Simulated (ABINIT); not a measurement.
The system is PtS2.

```
Pt S
1.0
     3.54320    0.00000    0.00000
    -1.77160    3.06850    0.00000
     0.00000    0.00000    5.03880
Pt S
1 2
Direct
  0.00000 0.00000 0.00000
  0.66667 0.33333 0.77300
  0.33333 0.66667 0.22700
```

Base run:

* Program: ABINIT 10.8.3 (patched build)
* Functional: LDA
* Potentials or basis: PseudoDojo NC SR LDA v0.4.1 standard
* Cutoff: 952 eV
* k mesh: 7 × 7 × 4
* Occupations: fermi-dirac, width 0.05 eV
* Spin: no spin polarisation

Its results: band gap on the k mesh 0.72 eV, indirect (least direct gap 0.88 eV); largest force 0.788 eV/Å.

Task: The run is repeated on the same cell with these changes: functional from LDA to PBE; potentials or basis from PseudoDojo NC SR LDA v0.4.1 standard to PseudoDojo NC SR PBE v0.4.1 standard. What comes out?

Result: Band gap on the k mesh 0.83 eV, indirect (least direct gap 1.01 eV); largest force 1.242 eV/Å.

Caveats: spin-orbit coupling is left out, which moves the levels of the heavy elements; an odd mesh through Γ misses points on the zone boundary, where band edges often lie; forces of over 1 eV/Å show positions far from the minimum, so gaps and moduli don't describe the material at rest (some runs).
